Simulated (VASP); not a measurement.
C: relaxation of cell and atoms with LAK

The system is C.

```xyz
2
Lattice="0.0000 1.7834 1.7834 1.7834 0.0000 1.7834 1.7834 1.7834 0.0000" Properties=species:S:1:pos:R:3 pbc="T T T"
C     2.6751    2.6751    2.6751
C     1.7834    1.7834    1.7834
```

This isn't the form of C at room conditions, which is graphite.

| Property | Result |
| --- | --- |
| Program | VASP 6.6.1 |
| Task | relaxation of cell and atoms |
| Functional | LAK |
| Potentials or basis | VASP PAW PBE potentials, release 64 (C) |
| Cutoff | 600 eV |
| k mesh | 13 × 13 × 13 |
| Occupations | fermi-dirac, width 0.05 eV |
| Spin | no spin polarisation |
| Further INCAR settings | ALGO = Normal; EDIFF = 1e-06; IBRION = 2; EDIFFG = -0.01; NSW = 40; ISIF = 3 |

The relaxed volume is 5.72 Å³/atom and the relaxed cell is a = 2.529 Å, b = 2.529 Å, c = 2.529 Å, α = 60.00°, β = 60.00°, γ = 60.00°. The space group after relaxing (to 0.05 Å) is Fd-3m (No. 227) and the energy gained by relaxing is 0.5 meV/atom. The ionic steps are 3, the pressure after relaxing is 0.0 GPa and the band gap on the k mesh is 4.73 eV, indirect (least direct gap 6.07 eV).

Step by step:
| step | energy change (eV) | largest force (eV/Å) | pressure (GPa) | volume (Å³) |
| --- | --- | --- | --- | --- |
| 1 | 0.0000 | 0.0000 | 3.53 | 11.34 |
| 2 | 0.0006 | 0.0000 | -4.43 | 11.55 |
| 3 | -0.0010 | 0.0000 | -0.02 | 11.43 |

Final structure:
```
C
1.0
     0.00000    1.78807    1.78807
     1.78807    0.00000    1.78807
     1.78807    1.78807    0.00000
C
2
Cartesian
  2.6821 2.6821 2.6821
  1.7881 1.7881 1.7881
```

Levels at points of the mesh, in eV from the valence-band top:
```tsv
k point	band 1	band 2	band 3	band 4	band 5	band 6	band 7	band 8
(0.00, 0.00, 0.00)	-22.78	0.00	0.00	0.00	6.07	6.07	6.07	14.17
```

Wall time 2.7 min on 1 thread of AMD EPYC 7R43 64-Core Processor (Zen 3), on a shared host, peak memory 0.08 GiB.

The cell as given is a measured one (5.67 Å³/atom); LAK puts the equilibrium volume +0.8 % from it, thermal expansion not counted.

Caveat: the PAW data sets were made with another functional, which shifts forces and pressure a little; an odd mesh through Γ misses points on the zone boundary, where band edges often lie.
